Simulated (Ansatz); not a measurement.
# Nb (Fm-3m) in Ansatz: equation of state

Aim: energy against volume of Nb in PBEsol, for its equilibrium volume and stiffness.

All numbers are computed with Ansatz 0.2.0; they aren't measurements. Logs are shortened: lines on timing, memory, paths and dates and some standing lists are left out, and cuts for length are marked.

### Step 1. The crystal as given

Symmetry: Fm-3m, No. 225, cubic system. The conventional cell has a = 4.230 Å, b = 4.230 Å, c = 4.230 Å, α = 90.00°, β = 90.00°, γ = 90.00°. Around Nb (site symmetry m-3m) lie 12 Nb at 2.99 Å.

This isn't the form of Nb at room conditions, which is bcc.

### Step 2. Single point, PBEsol, 17.79 Å³/atom (volume scaled by 0.94)

File input.yaml:

```yaml
crystal:
  lattice:
    - [0.0, 2.0718246199, 2.0718246199]
    - [2.0718246199, 0.0, 2.0718246199]
    - [2.0718246199, 2.0718246199, 0.0]
  atoms:
    - { symbol: Nb, position: [0.0, 0.0, 0.0] }
hamiltonian:
  xc: pbesol
  pseudopotentials: { kind: paw }
kpoints:
  mp_grid: { grid: [11, 11, 11] }
scf:
  occupations: { method: fermi_dirac, width: 0.05 }
output:
  forces: true
  stress: true
  eigenvalues: true
```

Potentials or basis: Ansatz PAW.

Run with:

```bash
$ ansatz run input.yaml --threads 2 --pin off --max-ram 5632MiB --backend cpu --events-out ev --progress --plain --runs-dir out
```

Standard output:

```text
Warning: RAYON_NUM_THREADS=2 ignored (pool sized by the plan → 2); use --threads N
Engine: ansatz 0.2.0, aarch64-unknown-linux-gnu
Pseudopotentials: kind: paw
Pseudopotential: Nb, paw, valence charge 13, recommended cutoff 420 eV (normal), Nb.paw.azcp
Functional definition: PBEsol
  exchange = pbesol_x
  correlation = pbesol_c
Crystal: 1 atoms, lattice volume = 17.786 Å³
Basis set: ecut = 420 eV, 331 PW (Γ), exchange–correlation on 40×40×40 points (8 copies of the dense FFT grid, shifted against one another)
Bands: 11, of which v1, the nominal top of the filled ones, is band 7 counted from 1 (6 counted from 0)
Symmetry: 48 space group operations
Space group: Fm-3m (ITA 225), of the structure as read, at distance tolerance 2.6e-5 Å
k-points: 56 of 1331
Non-local potential: Nb, projectors of the file, l = 0: 3, l = 1: 2, l = 2: 2, l = 3: 1
PAW form: soft (Blöchl's): semilocal exchange-correlation on the pseudo side does not see the compensation charge
PAW frozen core: Nb, regenerated for the run's functional, and the local potential with it (the file was generated under x = pbe(κ = 0.804, μ = 0.2195149727645171), c = pbe(β = 0.06672455060314922))
PAW one-centre angular grid: Nb, 590 points (default); XC on 64 Gauss nodes
Initial density: superposition of atomic densities (neutral atoms: chi_scale 0, normalization atom), corrected by the library's trained network
Initial wavefunctions: pseudopotential atomic-orbital guess
Functional: x = pbesol(κ = 0.804, μ = 0.12345679012345678), c = pbesol(β = 0.046)
SCF iter   1: F=—  HF=-4495.112202 eV  |F-HF|=—  |Δ(HF+E_count)|=         —  Δρ=4.61e-3  dr2=1.48e-3  ethr=1.77e-3  ⟨swp⟩=5.0  Hψ=3609  notcnv=0
preconditioner: auto → none  [metal: Δε(μ)=0.065 eV  Ē_g=7.530 eV  σ=0.050 eV  W_gap=0.30  n_scr=0 (ndim 8)  ℏωp=19.7 eV  f_vac=0.000  D(μ)=1.37/eV (n_scr^D=14)]
SCF iter   2: F=—  HF=-4495.112001 eV  |F-HF|=—  |Δ(HF+E_count)|=   2.02e-4  Δρ=2.19e-3  dr2=2.14e-4  ethr=1.14e-5  ⟨swp⟩=2.3  Hψ=1288  notcnv=0
SCF iter   3: F=—  HF=-4495.112012 eV  |F-HF|=—  |Δ(HF+E_count)|=   1.13e-5  Δρ=5.57e-4  dr2=1.58e-5  ethr=1.64e-6  ⟨swp⟩=1.0  Hψ=611  notcnv=0
SCF iter   4: F=—  HF=-4495.112013 eV  |F-HF|=—  |Δ(HF+E_count)|=   1.34e-6  Δρ=4.66e-5  dr2=1.50e-7  ethr=1.22e-7  ⟨swp⟩=2.0  Hψ=867  notcnv=0
iter 5 did not close the SCF: its close was put off for the readings that it lacked (scf_convergence_deferred on its scf_iter line)
SCF iter   5: F=-4495.112013 eV  HF=-4495.112013 eV  |F-HF|=1.44e-9  |Δ(HF+E_count)|=   2.95e-9  Δρ=5.86e-6  dr2=2.43e-9  ethr=1.16e-9  ⟨swp⟩=2.4  Hψ=978  notcnv=0
SCF iter   6: F=-4495.112013 eV  HF=-4495.112013 eV  |F-HF|=4.82e-11  |Δ(HF+E_count)|=  7.99e-10  Δρ=1.13e-6  dr2=8.09e-11  ethr=1.87e-11  ⟨swp⟩=1.3  Hψ=1899  notcnv=0
SCF 1 converged in 6 iterations: F = -4495.112013 eV  dr2 = 8.09e-11
SCF converged after 6 iterations
Free energy (F): -4495.112013 eV
Harris-Foulkes:  -4495.112013 eV  (|F-HF|=4.82e-11)
Internal energy: -4495.100642 eV  (E = F + TS)
E sigma→0 (E₀):  -4495.106327 eV
Entropy (-TS):   -0.011372 eV (-11.372 meV/atom)
Fermi energy:    18.290667 eV
--- Per-component energies (eV) ---
  E_band       = -64.778429
  E_kinetic    = 395.897317
  E_local      = -687.454485  (includes V_loc(G=0)·N_el)
  E_nonlocal   = 121.684399
  E_hartree    = 213.469829
  E_xc         = -174.715481
  E_vxc        = -212.806702  (∫ρ·V_xc dr)
  E_paw        = -3017.840082  (= ΣΔE_a)
  E_vpaw       = -109.038470  (= ΣTr[D̂ρ^β])
  E_aug_tail   = 0.000007  (compensation charges beyond the density's cutoff)
  E_ewald      = -1346.330855
  E_core_change = 0.188709  (= ΣΔE_core)
  E_smearing   = -0.011372  (= −TS)
  E_closure    = 0.000000  (closes the sum)
  Σ components = -4495.112013   (vs F -4495.112013, Δ=0.00e0)
--- Forces (eV/Å), atoms counted from 1 ---
  atom   1  Nb    -0.00000000     0.00000000    -0.00000000
  max |Σ_I F_I| component: 1.85e-32 eV/Å
--- Stress (GPa, compression-positive) ---
        2.988488      -0.000000       0.000000
        0.000000       2.988488      -0.000000
        0.000000      -0.000000       2.988488
  P = ⅓ Tr σ = 2.9885 GPa (29.885 kbar)
--- Band table (eV; the first three rows and the last of 56) ---
  k-point 0: bands = ["-36.3219", "-11.6367", "-11.6367", "-11.6367", "11.9403", "18.3436", "18.3436", "18.3436", "21.1409", "21.1409", "30.0907"]
  k-point 1: bands = ["-36.3029", "-11.7581", "-11.6515", "-11.6515", "12.2636", "18.0971", "18.4897", "18.4897", "21.0100", "21.0100", "30.7338"]
  k-point 2: bands = ["-36.2516", "-12.0758", "-11.6910", "-11.6910", "13.1021", "17.6390", "18.7464", "18.7464", "20.8984", "20.8984", "31.5710"]
  k-point 55: bands = ["-35.9994", "-12.6101", "-12.5342", "-12.1337", "15.4418", "16.6767", "17.5319", "20.3388", "23.6538", "28.2166", "28.8920"]
```

Wall time 0.57 s (2 threads of Arm Neoverse V1, shared host); peak memory 0.23 GiB.

Results:

```
Free energy            : -4495.1120 eV
Pressure               : 3.0 GPa
Band gap on the k mesh : none (metal or under the smearing width)
```

Caveat: the PAW data sets come from PBE, with cores solved anew for the run's functional, which leaves a small shift of forces and pressure.

### Step 3. Single point, PBEsol, 18.16 Å³/atom (volume scaled by 0.96)

input.yaml, as its differences from that of step 2:

```diff
@@ -2,5 +2,5 @@
   lattice:
-    - [0.0, 2.0718246199, 2.0718246199]
-    - [2.0718246199, 0.0, 2.0718246199]
-    - [2.0718246199, 2.0718246199, 0.0]
+    - [0.0, 2.0864154149, 2.0864154149]
+    - [2.0864154149, 0.0, 2.0864154149]
+    - [2.0864154149, 2.0864154149, 0.0]
   atoms:
```

Potentials or basis: Ansatz PAW.

Run with:

```bash
$ ansatz run input.yaml --threads 2 --pin off --max-ram 5632MiB --backend cpu --events-out ev --progress --plain --runs-dir out
```

Standard output:

```text
Warning: RAYON_NUM_THREADS=2 ignored (pool sized by the plan → 2); use --threads N
[... 6 set-up lines as earlier in the session ...]
Crystal: 1 atoms, lattice volume = 18.165 Å³
Basis set: ecut = 420 eV, 339 PW (Γ), exchange–correlation on 40×40×40 points (8 copies of the dense FFT grid, shifted against one another)
Bands: 11, of which v1, the nominal top of the filled ones, is band 7 counted from 1 (6 counted from 0)
[... 2 set-up lines as earlier in the session ...]
k-points: 56 of 1331
[... 4 set-up lines as earlier in the session ...]
[... 28 lines left out ...]
  E_paw        = -3017.764020  (= ΣΔE_a)
  E_vpaw       = -108.920360  (= ΣTr[D̂ρ^β])
  E_aug_tail   = 0.000008  (compensation charges beyond the density's cutoff)
  E_ewald      = -1336.915646
  E_core_change = 0.188709  (= ΣΔE_core)
  E_smearing   = -0.011322  (= −TS)
  E_closure    = 0.000000  (closes the sum)
  Σ components = -4495.114504   (vs F -4495.114504, Δ=0.00e0)
--- Forces (eV/Å), atoms counted from 1 ---
  atom   1  Nb    -0.00000000    -0.00000000     0.00000000
  max |Σ_I F_I| component: 1.31e-31 eV/Å
--- Stress (GPa, compression-positive) ---
       -0.818891       0.000000      -0.000000
        0.000000      -0.818891       0.000000
        0.000000       0.000000      -0.818891
  P = ⅓ Tr σ = -0.8189 GPa (-8.189 kbar)
--- Band table (eV; the first three rows and the last of 56) ---
  k-point 0: bands = ["-36.7841", "-12.1439", "-12.1439", "-12.1439", "11.5422", "17.9180", "17.9180", "17.9180", "20.6343", "20.6343", "29.6300"]
  k-point 1: bands = ["-36.7666", "-12.2571", "-12.1578", "-12.1578", "11.8579", "17.6785", "18.0603", "18.0603", "20.5090", "20.5090", "30.2561"]
  k-point 2: bands = ["-36.7195", "-12.5538", "-12.1948", "-12.1948", "12.6817", "17.2274", "18.3105", "18.3105", "20.4036", "20.4036", "31.0748"]
  k-point 55: bands = ["-36.4882", "-13.0549", "-12.9837", "-12.6090", "15.0814", "16.2700", "17.0996", "19.8610", "23.0719", "27.5575", "28.2085"]
```

Wall time 0.6 s (2 threads of Arm Neoverse V1, shared host); peak memory 0.23 GiB.

Results:

* Free energy: -4495.1145 eV
* Pressure: -0.8 GPa
* Band gap on the k mesh: none (metal or under the smearing width)

Caveat: the PAW data sets come from PBE, with cores solved anew for the run's functional, which leaves a small shift of forces and pressure.

### Step 4. Single point, PBEsol, 18.54 Å³/atom (volume scaled by 0.98)

File input.yaml:

```yaml
crystal:
  lattice:
    - [0.0, 2.1008049414, 2.1008049414]
    - [2.1008049414, 0.0, 2.1008049414]
    - [2.1008049414, 2.1008049414, 0.0]
  atoms:
    - { symbol: Nb, position: [0.0, 0.0, 0.0] }
hamiltonian:
  xc: pbesol
  pseudopotentials: { kind: paw }
kpoints:
  mp_grid: { grid: [11, 11, 11] }
scf:
  occupations: { method: fermi_dirac, width: 0.05 }
output:
  forces: true
  stress: true
  eigenvalues: true
  write_density: true
  write_potential: true
  elf: true
  volumetric_format: npy
```

Run with:

```bash
$ ansatz run input.yaml --threads 2 --pin off --max-ram 5632MiB --backend cpu --events-out ev --progress --plain --runs-dir out
```

Wall time 0.77 s (2 threads of Arm Neoverse V1, shared host); peak memory 0.24 GiB.

The run converged. Its results:

```
Free energy            : -4495.1084 eV
Pressure               : -4.3 GPa
Band gap on the k mesh : none (metal or under the smearing width)
```

Caveat: the PAW data sets come from PBE, with cores solved anew for the run's functional, which leaves a small shift of forces and pressure.

### Step 5. Single point, PBEsol, 18.92 Å³/atom

File input.yaml:

```yaml
crystal:
  lattice:
    - [0.0, 2.115, 2.115]
    - [2.115, 0.0, 2.115]
    - [2.115, 2.115, 0.0]
  atoms:
    - { symbol: Nb, position: [0.0, 0.0, 0.0] }
hamiltonian:
  xc: pbesol
  pseudopotentials: { kind: paw }
kpoints:
  mp_grid: { grid: [11, 11, 11] }
scf:
  occupations: { method: fermi_dirac, width: 0.05 }
output:
  forces: true
  stress: true
  eigenvalues: true
```

Run with:

```bash
$ ansatz run input.yaml --threads 2 --pin off --max-ram 5632MiB --backend cpu --events-out ev --progress --plain --runs-dir out
```

Wall time 0.6 s (2 threads of Arm Neoverse V1, shared host); peak memory 0.23 GiB.

Results (log left out):

```
Free energy            : -4495.0946 eV
Pressure               : -7.4 GPa
Band gap on the k mesh : none (metal or under the smearing width)
```

Caveat: the PAW data sets come from PBE, with cores solved anew for the run's functional, which leaves a small shift of forces and pressure.

### Step 6. Single point, PBEsol, 19.30 Å³/atom (volume scaled by 1.02)

input.yaml, as its differences from that of step 5:

```diff
@@ -2,5 +2,5 @@
   lattice:
-    - [0.0, 2.115, 2.115]
-    - [2.115, 0.0, 2.115]
-    - [2.115, 2.115, 0.0]
+    - [0.0, 2.1290070307, 2.1290070307]
+    - [2.1290070307, 0.0, 2.1290070307]
+    - [2.1290070307, 2.1290070307, 0.0]
   atoms:
```

Potentials or basis: Ansatz PAW.

Run with:

```bash
$ ansatz run input.yaml --threads 2 --pin off --max-ram 5632MiB --backend cpu --events-out ev --progress --plain --runs-dir out
```

Wall time 0.63 s (2 threads of Arm Neoverse V1, shared host); peak memory 0.25 GiB.

The run converged. Its results:

```yaml
Free_energy: -4495.0738 eV
Pressure: -10.2 GPa
Band_gap_on_the_k_mesh: none (metal or under the smearing width)
```

Caveat: the PAW data sets come from PBE, with cores solved anew for the run's functional, which leaves a small shift of forces and pressure.

### Step 7. Single point, PBEsol, 19.68 Å³/atom (volume scaled by 1.04)

input.yaml, as its differences from that of step 6:

```diff
@@ -2,5 +2,5 @@
   lattice:
-    - [0.0, 2.1290070307, 2.1290070307]
-    - [2.1290070307, 0.0, 2.1290070307]
-    - [2.1290070307, 2.1290070307, 0.0]
+    - [0.0, 2.1428321391, 2.1428321391]
+    - [2.1428321391, 0.0, 2.1428321391]
+    - [2.1428321391, 2.1428321391, 0.0]
   atoms:
```

Run with:

```bash
$ ansatz run input.yaml --threads 2 --pin off --max-ram 5632MiB --backend cpu --events-out ev --progress --plain --runs-dir out
```

Run time: 0.68 s. Hardware: 2 threads of Arm Neoverse V1, shared host; peak memory 0.23 GiB.

Results (log left out):

| Property | Result |
| --- | --- |
| Free energy | -4495.0468 eV |
| Pressure | -12.7 GPa |
| Band gap on the k mesh | none (metal or under the smearing width) |

Caveat: the PAW data sets come from PBE, with cores solved anew for the run's functional, which leaves a small shift of forces and pressure.

### Step 8. Single point, PBEsol, 20.06 Å³/atom (volume scaled by 1.06)

input.yaml, as its differences from that of step 7:

```diff
@@ -2,5 +2,5 @@
   lattice:
-    - [0.0, 2.1428321391, 2.1428321391]
-    - [2.1428321391, 0.0, 2.1428321391]
-    - [2.1428321391, 2.1428321391, 0.0]
+    - [0.0, 2.1564811194, 2.1564811194]
+    - [2.1564811194, 0.0, 2.1564811194]
+    - [2.1564811194, 2.1564811194, 0.0]
   atoms:
```

Run with:

```bash
$ ansatz run input.yaml --threads 2 --pin off --max-ram 5632MiB --backend cpu --events-out ev --progress --plain --runs-dir out
```

Run time: 0.64 s. Hardware: 2 threads of Arm Neoverse V1, shared host; peak memory 0.25 GiB.

It converged, with:

```yaml
Free_energy: -4495.0141 eV
Pressure: -15.0 GPa
Band_gap_on_the_k_mesh: none (metal or under the smearing width)
```

Caveat: the PAW data sets come from PBE, with cores solved anew for the run's functional, which leaves a small shift of forces and pressure.

### Step 9. Equation of state, PBEsol

Potentials or basis: Ansatz PAW.

This step only gathers the single runs of the series.

What came out:

```yaml
Equilibrium_volume: 18.08 Å³/atom
Bulk_modulus: 178 GPa
Pressure_derivative_of_the_bulk_modulus: 4.0
```

Energy against volume, from the lowest point:
```
volume (Å³/atom)  energy (meV/atom)
          17.786               2.49
          18.165               0.00
          18.543               6.07
          18.922              19.89
          19.300              40.68
          19.679              67.74
          20.057             100.45
```
